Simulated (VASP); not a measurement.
Set up this calculation in VASP 6.6.1, as the native input.

- Task: relaxation of cell and atoms
- Functional: AM05
- Potentials or basis: VASP PAW PBE potentials, release 64 (Br, K_sv)
- Cutoff: 600 eV
- k mesh: 7 × 7 × 7
- Occupations: fermi-dirac, width 0.05 eV
- Spin: no spin polarisation
- Further INCAR settings: ALGO = Normal; EDIFF = 1e-06; IBRION = 2; EDIFFG = -0.005; NSW = 40; ISIF = 3

The structure of KBr lies in POSCAR:

```
KBr
1.0
    0.0000000000      3.3000000000      3.3000000000
    3.3000000000      0.0000000000      3.3000000000
    3.3000000000      3.3000000000      0.0000000000
Br K
1 1
Direct
    0.5000000000      0.5000000000      0.5000000000
    0.0000000000      0.0000000000      0.0000000000
```

One way to write it, as run:

INCAR

```
PREC = Accurate ; ENCUT = 600
EDIFF = 1E-6 ; ISMEAR = -1
SIGMA = 0.05 ; LREAL = False
LASPH = True ; NELM = 100
ALGO = Normal ; ISIF = 3
LWAVE = False ; LCHARG = False
GGA = AM ; IBRION = 2
NSW = 40 ; EDIFFG = -0.005
```

KPOINTS

```
regular mesh
0
Gamma
  7 7 7
```

Potentials or basis: VASP PAW PBE potentials, release 64 (Br, K_sv).

The run is started by

```bash
$ cat potpaw_PBE.64/Br/POTCAR potpaw_PBE.64/K_sv/POTCAR > POTCAR
$ mpirun -np 1 vasp_std > vasp.out
```

Results of the run:

| Item | Value |
| --- | --- |
| Relaxed volume | 37.18 Å³/atom |
| Relaxed cell | a = 4.720 Å, b = 4.720 Å, c = 4.720 Å, α = 60.00°, β = 60.00°, γ = 60.00° |
| Space group after relaxing (to 0.05 Å) | Fm-3m (No. 225) |
| Energy gained by relaxing | 1.8 meV/atom |
| Ionic steps | 4 |
| Pressure after relaxing | 0.0 GPa |
| Band gap on the k mesh | 4.41 eV, direct |

Caveat: the PAW data sets were made with another functional, which shifts forces and pressure a little; an odd mesh through Γ misses points on the zone boundary, where band edges often lie.

Run time: 110 s on 1 thread of Intel(R) Xeon(R) Platinum 8488C (Sapphire Rapids), with other jobs on the host, peak memory 0.25 GiB.
